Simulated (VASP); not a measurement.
TePb:

```
CELL_PARAMETERS angstrom
0.00000 3.23100 3.23100
3.23100 0.00000 3.23100
3.23100 3.23100 0.00000
ATOMIC_POSITIONS crystal
Te 0.50000 0.50000 0.50000
Pb 0.00000 0.00000 0.00000
```

```yaml
Program: VASP 6.6.1
Task: relaxation of cell and atoms
Functional: PBE
Potentials_or_basis: VASP PAW PBE potentials, release 64 (Te, Pb)
Cutoff: 300 eV
k_mesh: 4 × 4 × 4
Occupations: gaussian, width 0.03 eV
Spin: no spin polarisation
```

At the start: pressure 2.0 GPa; volume 33.73 Å³/atom.

Problem. Where does the relaxation end?

Solution. Over 3 steps the energy falls by 9.4 meV/atom and the volume is 35.29 Å³/atom (+4.6 %); space group Fm-3m (No. 225, to 0.05 Å).

Step by step:
```csv
step,energy change (eV),largest force (eV/Å),pressure (GPa),volume (Å³)
1,0.0000,0.0000,2.01,67.46
2,-0.0168,0.0000,-0.59,71.68
3,-0.0188,0.0000,-0.01,70.58
```

Final structure:
```
CELL_PARAMETERS angstrom
0.00000 3.28013 3.28013
3.28013 0.00000 3.28013
3.28013 3.28013 0.00000
ATOMIC_POSITIONS crystal
Te 0.50000 0.50000 0.50000
Pb 0.00000 0.00000 0.00000
```

Caveat: the k mesh is coarse (spacing up to 0.42 Å⁻¹), so the values aren't converged.
